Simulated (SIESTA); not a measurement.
MnO2 under changes of volume

One of the cells (11.056 Å³/atom); the others are scaled copies at fixed shape and fractional positions:

```
Mn O
1.0
     2.87550    0.00000    0.00000
    -1.43775    2.49025    0.00000
     0.00000    0.00000    4.63185
Mn O
1 2
Direct
  0.00000 0.00000 0.50000
  0.33333 0.66667 0.70629
  0.66667 0.33333 0.29371
```

Measurements of this composition are mostly on another form, of space group No. 136.

* Program: SIESTA 5.4.2
* Functional: PBEsol
* Potentials or basis: PseudoDojo 0.4 standard (PBEsol files)
* Basis: DZP (energy shift 0.003 Ry; two zetas on semicore shells)
* Grid cutoff: 800 Ry
* Energy shift: 0.003 Ry
* k mesh: 11 × 11 × 6
* Occupations: fermi-dirac, width 0.05 eV
* Spin: collinear spin, ferromagnetic start
* Starting moments: [4.0, 0.0, 0.0] μB

```csv
volume (Å³/atom),energy over the lowest point (meV/atom),pressure (GPa),gap on the mesh (eV),largest force (eV/Å)
10.189,28.08,15.0,0.45,1.289
10.405,?,?,?,?
10.622,1.55,4.9,0.62,0.576
11.056,0.00,-3.5,0.77,0.048
11.273,7.04,-6.9,0.84,0.324
11.489,18.47,-10.0,0.91,0.571
```

Task: What does the run at 10.405 Å³/atom give?

Result: Energy over the lowest point 11.41 meV/atom; pressure 9.7 GPa; gap on the mesh 0.53 eV; largest force 0.918 eV/Å.

Worked out: A Birch-Murnaghan fit of order 3 (a polynomial in V^(-2/3)) to the other rows has its minimum at 10.87 Å³/atom with B0 = V·E''(V) = 204 GPa and B' = 4.6 at fixed shape and positions, which overstates the stiffness. It gives 11.37 meV/atom at 10.405 Å³/atom, against the run's 11.41, and -dE/dV = 9.7 GPa, against 9.7. A straight line through the other rows of the gap, of slope 3.82 eV per unit of ln V, gives 0.54 eV, against the run's 0.53.

Energies are extrapolated to zero smearing.

Caveats: short orbitals over semicore shells can move pressures by several GPa; an odd mesh through Γ misses points on the zone boundary, where band edges often lie; the basis of atomic orbitals isn't converged, which shifts pressures, moduli and gaps; a cell with one magnetic atom can't hold antiferromagnetic order, which such compounds often take; forces of over 1 eV/Å show positions far from the minimum, so gaps and moduli don't describe the material at rest (some runs).
